Zinc oxide is a clear solid: its measured band gap, roughly 3.4 eV, lies above the energy of visible light. A density-functional calculation usually gives a smaller gap, and how much smaller depends on the functional, the approximate recipe for exchange and correlation between the electrons. The problem is to estimate, with pencil and paper, what gap a given functional will report for wurtzite ZnO.

(a) Five functionals are applied to the same crystal: LDA, PBE, PBEsol, r2SCAN and TB-mBJ. From what each of them knows about the electrons, which should give similar gaps, and which should give larger ones?

Solution. The gap separates filled states, mostly oxygen 2p, from empty states with much zinc 4s character. LDA, PBE and PBEsol build their potential from the electron density alone, the last two also using its gradient. Such a potential treats filled and empty states alike. It lacks the jump that the exact potential makes when an electron is added to an insulator, and this jump is part of the true gap. The three should therefore all give gaps that are too small, and by similar amounts.

ZnO has a further weakness. In these functionals an electron partly repels itself, and this error is worst for compact shells such as zinc 3d. The 3d levels come out too high, too close beneath the oxygen 2p levels. Levels that mix push each other apart, so the top of the filled band is driven upwards and the gap shrinks further.

r2SCAN also uses the kinetic-energy density, which depends on the orbitals themselves. Its potential can act differently on filled and empty states, so the gap takes in part of the missing jump. TB-mBJ uses the kinetic-energy density in another way: it is a single potential for all states, with constants fitted to the measured gaps of many solids, so it should open the gap further. The expected order is thus a low group of three, then r2SCAN, then TB-mBJ.

(b) The calculated gaps are given below. "Gap on path" is the distance from the highest filled to the lowest empty level along the sampled lines of crystal momentum; "direct gap on path" is the smallest distance at a single momentum. Condense the table into a rule with one base value and two additions, and work it for PBE and r2SCAN.

Kohn–Sham DFT with VASP 6.6.1 and PAW potentials for wurtzite ZnO in one fixed cell (a = 3.237 Å, c = 5.224 Å), without spin polarisation or spin–orbit coupling. The plane-wave cutoff is 520 eV, the k-point mesh 9 × 9 × 5 and the Gaussian smearing width 0.03 eV. Gaps are taken along the path Γ–M–K–Γ–A–L–H–A, L–M, K–H.

```
functional                            potentials  gap on path (eV)  direct gap on path (eV)
       LDA  VASP-PAW-LDA-potentials,-recommended             0.739                    0.739
       PBE  VASP-PAW-PBE-potentials,-recommended             0.786                    0.786
    PBEsol  VASP-PAW-PBE-potentials,-recommended             0.682                    0.682
    r2SCAN  VASP-PAW-PBE-potentials,-recommended             1.226                    1.226
    TB-mBJ  VASP-PAW-PBE-potentials,-recommended             2.572                    2.572
```

Solution. The two kinds of gap agree in every row, so one number per functional is enough. A first attempt might assume that a simple functional gives about half the measured gap. For ZnO that would be 1.7 eV, more than twice what LDA, PBE and PBEsol give. The 3d repulsion described in (a) is a known contribution to this deep shortfall, but the table, which holds only gaps, does not show how large its share is.

ZnO therefore needs its own base value. The mean of the three simple functionals is 0.74 eV, which rounds to three quarters of an eV. r2SCAN lies about half an eV above that mean and TB-mBJ about 1.8 eV above it. The rule is

E = 0.75 eV + A

where E is the estimated gap and A is the addition: zero for LDA, PBE and PBEsol, 0.5 eV for r2SCAN, and 1.8 eV for TB-mBJ.

For PBE, which uses only the density and its gradient, A is zero:

E = 0.75 + 0 = 0.75 eV

The calculation gives 0.79 eV. For r2SCAN the kinetic-energy density enters, and

E = 0.75 + 0.5 = 1.25 eV

against a calculated 1.23 eV. Both rows helped to set the constants. PBE is one of three that share the base value, whereas r2SCAN alone fixed its own addition, so its close agreement is no test of the rule.

(c) How accurate is the rule, and where does it stop being valid?

Solution. Over the whole table the rule stays within 0.07 eV of the calculated gaps, and PBEsol is the worst case. Only the base value can be tested at all. If each of the three simple functionals is predicted from the mean of the other two, the typical error is 0.06 eV, or somewhat under a tenth of the gap. The output printed after this text gives the details.

The rule cannot rank the three simple functionals, because it gives them one value. PBE and PBEsol differ by 0.10 eV although they share the cell and the atomic potentials, so this difference comes from the change of functional and not from the lattice. Any single base value must miss at least one of the two by about 0.05 eV or more. A further uncertainty is that PBEsol, r2SCAN and TB-mBJ were all run with atomic potentials made for PBE, and the effect of this on their gaps is not tested here.

A more serious limit comes from the lattice. All five calculations use one cell, which is almost exactly the one PBEsol would choose. LDA prefers a smaller cell and is stretched here, with a calculated pressure of about −5.5 GPa; PBE prefers a larger one and is squeezed, at about +6.7 GPa. Squeezing ZnO widens its gap, in experiment by roughly 0.02 to 0.03 eV per GPa; simple functionals may well give a smaller slope. The gap in a functional's own cell is then approximately

E(own cell) = E(this cell) − s × P

where s is the slope and P the pressure, counted positive when the crystal is squeezed. With the lower measured slope, LDA rises to 0.739 + 0.02 × 5.5 = 0.85 eV, and PBE falls to 0.786 − 0.02 × 6.7 = 0.65 eV.

The order of LDA and PBE is thus probably reversed once each functional has its own lattice. A slope of only about 0.004 eV per GPa would be enough for that, so the reversal is more certain than the size of either shift. Both shifts are estimates, not new calculations. For practical use they mean that the base value of 0.75 eV should be trusted to about 0.15 eV when the cell has been relaxed. The steps up to r2SCAN and TB-mBJ are much larger than that and keep their meaning.

The rule estimates what a functional will report, not what a spectrometer will measure. Even TB-mBJ reaches only about three quarters of the measured gap; taken literally, its value would let ZnO absorb blue light. Spin–orbit coupling and lattice vibrations are left out of the calculation, but in ZnO they amount to a few tenths of an eV at most, far less than the shortfall of the simple functionals. Nor does the larger TB-mBJ gap promise better energies or structures, since TB-mBJ is a potential without an energy functional behind it.

For a neighbouring oxide, the reasoning carries over better than the constants. Magnesium oxide has no filled d shell just below its oxygen 2p band, so the extra upward push is absent. Simple functionals still underestimate its gap, but they recover a much larger fraction of it than in ZnO, and the half rule that fails here is a fairer first guess there.

The analysis program printed:

```
fit of gap_on_path on 3 rows (rk < 3.5): constant 0.7357 +/- 0.03; rms 0.0425, worst PBEsol 0.0537, leave-one-out rms 0.0638
  rows outside the fit (model, value, miss): r2SCAN 0.7357, 1.226, -0.49; TB-mBJ 0.7357, 2.572, -1.84
Rule of thumb against the calculation:
     row  computed_eV  rule_eV  rule_less_computed_eV  miss_percent  percent_of_rough_measured
     LDA        0.739     0.75                  0.011         1.488                      21.74
     PBE        0.786     0.75                 -0.036         -4.58                      23.12
  PBEsol        0.682     0.75                  0.068         9.971                      20.06
  r2SCAN        1.226     1.25                  0.024         1.958                      36.06
  TB-mBJ        2.572     2.55                 -0.022       -0.8554                      75.65
Largest miss of the rule in eV: 0.068
Spread of LDA PBE PBEsol in eV: 0.104
PBE less LDA in eV: 0.047
PBE less PBEsol in eV: 0.104
r2SCAN less mean of the three in eV: 0.4903
TB-mBJ less mean of the three in eV: 1.836
Half of the rough measured gap in eV: 1.7
Half rule divided by mean of the three: 2.311
LDA gap at its own cell estimated with slope 0.02 in eV: 0.849
LDA gap at its own cell estimated with slope 0.03 in eV: 0.904
PBE gap at its own cell estimated with slope 0.02 in eV: 0.6524
PBE gap at its own cell estimated with slope 0.03 in eV: 0.5856
Slope above which LDA and PBE change order in eV per GPa: 0.003859
```
